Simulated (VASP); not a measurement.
# NaCl (Immm) in VASP: a series of runs

One crystal, NaCl, is run at these levels: PBE, r2SCAN; tasks: single point.

All numbers are computed with VASP 6.6.1; they aren't measurements. Logs are shortened: lines on timing, memory, paths and dates and some standing lists are left out, and cuts for length are marked.

## (1) The cell of the first run

The structure is orthorhombic, space group Immm (No. 71). Conventional cell: a = 3.899 Å, b = 4.028 Å, c = 5.605 Å, α = 90.00°, β = 90.00°, γ = 90.00°. Na (site symmetry mmm) has 6 Cl at 2.80 Å as nearest neighbours. Cl (site symmetry mmm) is surrounded by 6 Na at 2.80 Å.

The cell was built by a generator and needn't be a form met in nature.

## (2) Single point, PBE (shear_xy strain +3.3%)

Contents of INCAR:

```
ALGO = Fast ; EDIFF = 1E-6
ENCUT = 520 ; GGA = PE
ISIF = 2 ; ISMEAR = -1
LASPH = True ; LCHARG = False
LREAL = False ; LWAVE = False
NBANDS = 14 ; NELM = 60
PREC = Accurate ; SIGMA = 0.02
```

Contents of KPOINTS:

```
k-points
0
Gamma
  8 8 8
```

Contents of POSCAR:

```
NaCl
1.0
    0.0458241259      2.8026988303      2.8026988303
    2.8026988303      0.0458241259      2.8026988303
    2.8485229562      2.8485229562      0.0000000000
Na Cl
1 1
Direct
    0.0000000000      0.0000000000      0.0000000000
    0.5000000000      0.5000000000      0.5000000000
```

Potentials or basis: VASP PAW PBE potentials, release 64 (Na_pv, Cl).

Command:

```sh
$ cat potpaw_PBE.64/Na_pv/POTCAR potpaw_PBE.64/Cl/POTCAR > POTCAR
$ mpirun -np 1 vasp_std > vasp.out
```

OUTCAR:

```text
EDIFF = 1E-6
   ENCUT = 520
   GGA = PE
   ISIF = 2
   ISMEAR = -1
   LASPH = True
   LREAL = False
   NELM = 60
   PREC = Accurate

 ion  position               nearest neighbor table
   1  0.000  0.000  0.000-
   2  0.500  0.500  0.500-

  LATTYP: Found a body centered orthorhombic cell.
 ALAT       =     3.8988095967
 B/A-ratio  =     1.0332435318
 C/A-ratio  =     1.4377202891

  Lattice vectors:

 A1 = (   2.8026988303,   0.0458241259,  -2.8026988303)
 A2 = (  -2.8026988303,  -0.0458241259,  -2.8026988303)
 A3 = (   0.0458241259,   2.8026988303,   2.8026988303)

Analysis of symmetry for initial positions (statically):
=====================================================================
 Subroutine PRICEL returns:
 Original cell was already a primitive cell.

 Routine SETGRP: Setting up the symmetry group for a
 body centered orthorhombic supercell.

 Subroutine GETGRP returns: Found  8 space group operations
 (whereof  8 operations were pure point group operations)
 out of a pool of  8 trial point group operations.

The static configuration has the point symmetry D_2h.

Analysis of symmetry for dynamics (positions and initial velocities):
=====================================================================
 Subroutine PRICEL returns:
 Original cell was already a primitive cell.

 Routine SETGRP: Setting up the symmetry group for a
 body centered orthorhombic supercell.

 Subroutine GETGRP returns: Found  8 space group operations
 (whereof  8 operations were pure point group operations)
 out of a pool of  8 trial point group operations.

The dynamic configuration has the point symmetry D_2h.

 Subroutine INISYM returns: Found  8 space group operations
 (whereof  8 operations are pure point group operations),
 and found     1 'primitive' translations

----------------------------------------------------------------------------------------

                                     Primitive cell

  volume of cell :      44.0193

  direct lattice vectors                    reciprocal lattice vectors
     0.045824126  2.802698830  2.802698830    -0.181364789  0.181364789  0.178399475
     2.802698830  0.045824126  2.802698830     0.181364789 -0.181364789  0.178399475
     2.848522956  2.848522956  0.000000000     0.175529567  0.175529567 -0.178399475

[... 90 lines left out ...]
   ISYM   =      2    0-nonsym 1-usesym 2-fastsym
   POTIM  = 0.5000    time-step for ionic-motion
   TEBEG  =    0.0;   TEEND  =   0.0 temperature during run
   PSTRESS=    0.0 pullay stress
   NELECT =      14.0000    total number of electrons
   NUPDOWN=      -1.0000    fix difference up-down
   EMIN   =  10.00;   EMAX   =-10.00  energy-range for DOS
   EFERMI =   0.00;   METHOD = LEGACY
   ISMEAR =    -1;   SIGMA  =   0.02  broadening in eV -4-tet -1-fermi 0-gaus
   EFERMI_NEDOS =   21; number of points for ismear=-14 and -15
   IALGO  =     68    algorithm
   IMIX   =      4    mixing-type and parameters
     AMIX     =   0.40;   BMIX     =  1.00
     AMIX_MAG =   1.60;   BMIX_MAG =  1.00
  volume/ion in A,a.u.               =      22.01       148.53
  Fermi-wavevector in a.u.,A,eV,Ry     =   1.117471  2.111715 16.990173  1.248743
  Thomas-Fermi vector in A             =   2.254095
   LORBIT       =      0    0 simple, 1 ext, 2 COOP (PROOUT), +10 PAW based schemes
   GGA     = PE    functional components
   LHFCALC =     F    Hartree Fock is set to
   AEXX    =    0.0000 exact exchange contribution
   IVDW    =     0    specifies the selected vdW correction
   LEPSILON=     F    determine dielectric tensor
   LRPA    =     F    only Hartree local field effects (RPA)
 non-spin polarized calculation
 RMM-DIIS sequential band-by-band and
  energy-cutoff  :      520.00
  volume of cell :       44.02
 maximum number of plane-waves:      1219
 NGX is ok and might be reduce to    30
   NGX = 15   NGY = 15   NGZ = 15

 number of electron      13.9999999 magnetization

 Free energy of the ion-electron system (eV)
  ---------------------------------------------------
  ext. energy  EPLUGINS =         0.00000000
  ---------------------------------------------------
  free energy    TOTEN  =        -6.76747951 eV

  energy without entropy =       -6.76747951  energy(sigma->0) =       -6.76747951

 E-fermi :  -0.1676     XC(G=0):  -8.2466

 val. band max:       -0.5564126650   @ k =   0.0000   0.0000   0.0000
 cond. band min:       4.5553403595   @ k =   0.0000   0.0000   0.0000
 fundamental gap:      5.1117530245
 Fermi energy:        -0.1675975154

 k-point     1 :       0.0000    0.0000    0.0000
  band No.  band energies     occupation
      1     -21.4095      2.00000
      2     -21.4070      2.00000
      3     -21.4047      2.00000
      4     -13.3219      2.00000
      5      -0.6796      2.00000
      6      -0.6221      2.00000
      7      -0.5564      2.00000
      8       4.5553      0.00000
      9      10.2938      0.00000
     10      10.5242      0.00000
     11      10.7518      0.00000
     12      12.7041      0.00000
     13      12.7152      0.00000
     14      14.3347      0.00000
[... 377 lines left out ...]
      1     -21.4221      2.00000
      2     -21.4099      2.00000
      3     -21.4067      2.00000
      4     -13.1567      2.00000
      5      -1.5550      2.00000
      6      -0.8576      2.00000
      7      -0.8191      2.00000
      8       6.0684      0.00000
      9       9.1475      0.00000
     10      10.6214      0.00000
     11      11.1863      0.00000
     12      11.7604      0.00000
     13      13.2107      0.00000
     14      16.1851      0.00000

 [... further k-points ...]

------------------------ aborting loop because EDIFF is reached ----------------------------------------

  FORCE on cell =-STRESS in cart. coord.  units (eV):
  Direction    XX          YY          ZZ          XY          YZ          ZX
  --------------------------------------------------------------------------------------
  -------------------------------------------------------------------------------------
  Total        0.3437596      0.3437596      0.3373511     -0.1133947      0.0000000      0.0000000
  in kB       12.5118702     12.5118702     12.2786191     -4.1272425      0.0000000      0.0000000
  external PRESSURE =      12.4341199 kB  Pullay stress =       0.0000000 kB

 VOLUME and BASIS-vectors are now :
 -----------------------------------------------------------------------------
  energy-cutoff  :      520.00
  volume of cell :       44.02
      direct lattice vectors                 reciprocal lattice vectors
     0.045824126  2.802698830  2.802698830    -0.181364789  0.181364789  0.178399475
     2.802698830  0.045824126  2.802698830     0.181364789 -0.181364789  0.178399475
     2.848522956  2.848522956  0.000000000     0.175529567  0.175529567 -0.178399475

 POSITION                                       TOTAL-FORCE (eV/Angst)
 -----------------------------------------------------------------------------------
      0.00000      0.00000      0.00000         0.000000      0.000000      0.000000
      2.84852      2.84852      2.80270         0.000000      0.000000      0.000000
 -----------------------------------------------------------------------------------
    total drift:                               -0.000000      0.000000      0.000000

  FREE ENERGIE OF THE ION-ELECTRON SYSTEM (eV)
  ---------------------------------------------------
  free  energy   TOTEN  =        -6.7674795121 eV

  energy  without entropy=       -6.7674795121  energy(sigma->0) =       -6.76747951
```

It took 40 s on 1 thread of AMD EPYC 9R45 (Zen 5), shared host; peak memory 0.16 GiB.

What came out:

| Property | Result |
| --- | --- |
| Free energy | -6.7675 eV |
| Pressure | 1.2 GPa |
| Band gap on the k mesh | 5.11 eV, direct |

## (3) Single point, PBE (biaxial_xy strain +3.2%)

Contents of INCAR:

```
ALGO     = Fast           # electronic algorithm
EDIFF    = 1E-6           # SCF threshold, eV
ENCUT    = 520            # plane-wave cutoff, eV
GGA      = PE             # functional
ISIF     = 2              # what is computed and relaxed
ISMEAR   = -1             # smearing method
LASPH    = T              # aspherical terms in the spheres
LCHARG   = F              # write CHGCAR
LREAL    = F              # projectors in reciprocal space
LWAVE    = F              # write WAVECAR
NBANDS   = 14             # bands
NELM     = 80             # most SCF steps
PREC     = Accurate       # precision mode
SIGMA    = 0.02           # smearing width, eV
```

KPOINTS is that of step 2.

Contents of POSCAR:

```
NaCl
1.0
    0.0000000000      2.8912641134      2.8026988303
    2.8912641134      0.0000000000      2.8026988303
    2.8912641134      2.8912641134      0.0000000000
Na Cl
1 1
Direct
    0.0000000000      0.0000000000      0.0000000000
    0.5000000000      0.5000000000      0.5000000000
```

Potentials or basis: VASP PAW PBE potentials, release 64 (Na_pv, Cl).

Command:

```sh
$ cat potpaw_PBE.64/Na_pv/POTCAR potpaw_PBE.64/Cl/POTCAR > POTCAR
$ mpirun -np 1 vasp_std > vasp.out
```

It took 23 s on 1 thread of AMD EPYC 9R45 (Zen 5), shared host; peak memory 0.14 GiB.

Results (log left out):

| Quantity | Value |
| --- | --- |
| Free energy | -6.7741 eV |
| Pressure | -0.3 GPa |
| Band gap on the k mesh | 4.93 eV, direct |

Stress tensor (GPa, compression positive):
```
-0.66  0.00  0.00
 0.00 -0.66  0.00
 0.00  0.00  0.43
```

Levels at points of the mesh, in eV from the valence-band top:
```tsv
k point	band 5	band 6	band 7	band 8	band 9	band 10
(0.00, 0.00, 0.00)	-0.03	0.00	0.00	4.93	10.99	10.99
(0.50, 0.00, 0.00)	-1.81	-0.27	-0.23	7.18	10.26	10.70
(0.50, 0.50, 0.00)	-1.54	-0.60	-0.60	7.40	8.02	11.20
(0.50, 0.00, 0.50)	-1.56	-0.59	-0.50	7.40	8.14	10.90
```

A k mesh can miss the band edges.

## (4) Single point, r2SCAN (biaxial_xy strain +3.2%)

POSCAR is that of step 3.

Contents of INCAR.step1:

```
SYSTEM = NaCl
PREC = Accurate
ENCUT = 520
ISMEAR = 0
SIGMA = 0.01
LREAL = .FALSE.
LASPH = .TRUE.
NELM = 60
NBANDS = 14
GGA = PE
ALGO = Normal
EDIFF = 1E-4
LWAVE = .TRUE.
LCHARG = .FALSE.
```

Contents of INCAR.step2:

```
SYSTEM = NaCl
PREC = Accurate
ENCUT = 520
EDIFF = 1E-6
ISMEAR = 0
SIGMA = 0.01
LREAL = .FALSE.
LASPH = .TRUE.
NELM = 60
ALGO = Normal
ISIF = 2
LWAVE = .FALSE.
LCHARG = .FALSE.
METAGGA = R2SCAN
LMIXTAU = .TRUE.
NBANDS = 14
ISTART = 1
```

Contents of KPOINTS:

```
Automatic mesh
0
G
  8 8 8
  0 0 0
```

Command:

```sh
$ cat potpaw_PBE.64/Na_pv/POTCAR potpaw_PBE.64/Cl/POTCAR > POTCAR
$ cp INCAR.step1 INCAR
$ mpirun -np 1 vasp_std > vasp.out
$ cp INCAR.step2 INCAR
$ mpirun -np 1 vasp_std > vasp.out
```

Run time: 83 s. Hardware: 1 thread of AMD EPYC 9R45 (Zen 5), shared host; peak memory 0.15 GiB.

The run converged. Its results:

- Free energy: -13.7699 eV
- Pressure: -1.6 GPa
- Band gap on the k mesh: 5.74 eV, direct

Stress tensor (GPa, compression positive):
```
-2.01  0.00  0.00
 0.00 -2.01  0.00
 0.00  0.00 -0.87
```

Levels at points of the mesh, in eV from the valence-band top:
```csv
k point,band 4,band 5,band 6,band 7,band 8,band 9,band 10,band 11
"(0.00, 0.00, 0.00)",-13.14,-0.03,0.00,0.00,5.74,11.64,11.64,11.86
"(0.50, 0.00, 0.00)",-12.84,-1.80,-0.28,-0.25,7.85,11.24,11.50,11.82
"(0.50, 0.50, 0.00)",-12.77,-1.56,-0.61,-0.61,8.31,8.55,12.07,15.36
"(0.50, 0.00, 0.50)",-12.80,-1.58,-0.60,-0.51,8.32,8.68,11.77,15.36
```

Caveat: the PAW data sets were made with another functional, which shifts forces and pressure a little. A k mesh can miss the band edges.

## (5) Overview

```csv
level,cell,smearing,gap on the mesh (eV),pressure (GPa)
PBE,shear_xy strain +3.3%,fermi-dirac 0.02 eV,5.11,1.2
PBE,biaxial_xy strain +3.2%,fermi-dirac 0.02 eV,4.93,-0.3
r2SCAN,biaxial_xy strain +3.2%,gaussian 0.01 eV,5.74,-1.6
```

Alike in all rows: task single point; potentials or basis VASP PAW PBE potentials, release 64 (Na_pv, Cl); no spin polarisation; k mesh 8 × 8 × 8; cutoff (eV) 520.

Caveats: the PAW data sets were made with another functional, which shifts forces and pressure a little (some runs).

Total energies depend on the potentials used, so only differences within one code and one set of settings carry meaning.
